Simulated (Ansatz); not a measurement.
**One atom moved along a line in TiO₂**

Method: DFT r2SCAN, scalar-relativistic, plane waves, PAW (Ansatz 0.2.0). Cutoff 500 eV, Γ-centred 6×6×6 k-points, Gaussian smearing of 0.05 eV. No spin polarisation. Energies are free energies at this smearing, counted from the undisturbed cell; pressure is positive in compression.

Zero of the scan (relaxed at this level):

```xyz
6
Lattice="2.6712 -2.6713 -0.0202 2.6712 2.6713 -0.0202 -2.6353 0.0000 4.8120" Properties=species:S:1:pos:R:3 pbc="T T T"
Ti    2.0123    2.0036    1.1828
Ti    0.6947   -2.0036    3.5889
O    -0.6440   -0.6679    3.1895
O     3.3510    0.6679    1.5823
O     2.0333   -0.6679    3.9883
O     0.6736    0.6679    0.7834
```

Atom 1 (Ti) is moved by x along the Cartesian unit vector (-0.444, -0.438, -0.782); the cell and all other atoms stay fixed.

| x (Å) | ΔE (meV/cell) |
| --- | --- |
| -0.4500 | 1533.5 |
| -0.1500 | 137.5 |
| 0.0000 | 0.0 |
| 0.3000 | 738.4 |

(1) Predict the force along x on the moved atoms (eV/Å) at each point.

Results:

(1)
```tsv
x (Å)	force along x on the moved atoms (eV/Å)
-0.4500	8.13
-0.1500	1.89
0.0000	0.00
0.3000	-6.05
```

Cost: 4 runs of about 6.1 core-minutes in all, on Intel Xeon Processor @ 2.50GHz (Skylake/Cascade Lake) (shared hosts).